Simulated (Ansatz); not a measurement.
The system is BN.

```
CELL_PARAMETERS angstrom
1.25112 0.72234 3.37293
-1.25112 0.72234 3.37293
0.00000 -1.44467 3.37293
ATOMIC_POSITIONS crystal
N 0.66724 0.66724 0.66724
B 0.00033 0.00033 0.00033
```

The cell is a database's computed one.

| Quantity | Value |
| --- | --- |
| Program | Ansatz 0.2.0 |
| Task | single point |
| Functional | PBE |
| Potentials or basis | all-electron LAPW, scalar-relativistic |
| Cutoff | 524 eV (chosen from the basis error) |
| Basis error allowed | 0.001 eV/atom |
| k mesh | 12 × 12 × 12 |
| Occupations | fermi-dirac, width 0.05 eV |
| Spin | no spin polarisation |

On this cell: pressure 3.5 GPa; largest force 0.003 eV/Å; band gap on the k mesh 4.28 eV, indirect (least direct gap 4.69 eV).

The same run follows on a disturbed copy (atoms moved at random, drawn with an rms of 0.05 Å):

```
CELL_PARAMETERS angstrom
1.25112 0.72234 3.37293
-1.25112 0.72234 3.37293
0.00000 -1.44467 3.37293
ATOMIC_POSITIONS crystal
N 0.69139 0.66011 0.64607
B 0.98621 0.01287 0.01615
```

Q: What changes?

A: The energy moves by +105.0 meV/atom; pressure 6.7 GPa; largest force 3.705 eV/Å; band gap on the k mesh 3.72 eV, indirect (least direct gap 4.59 eV).

Forces on the atoms (eV/Å):
```
N   -2.388 -2.736  0.736
B    2.388  2.736 -0.736
```

Stress tensor (GPa, compression positive):
```
 1.41 -6.86  1.31
-6.86 16.49  1.48
 1.31  1.48  2.07
```

A k mesh can miss the band edges.
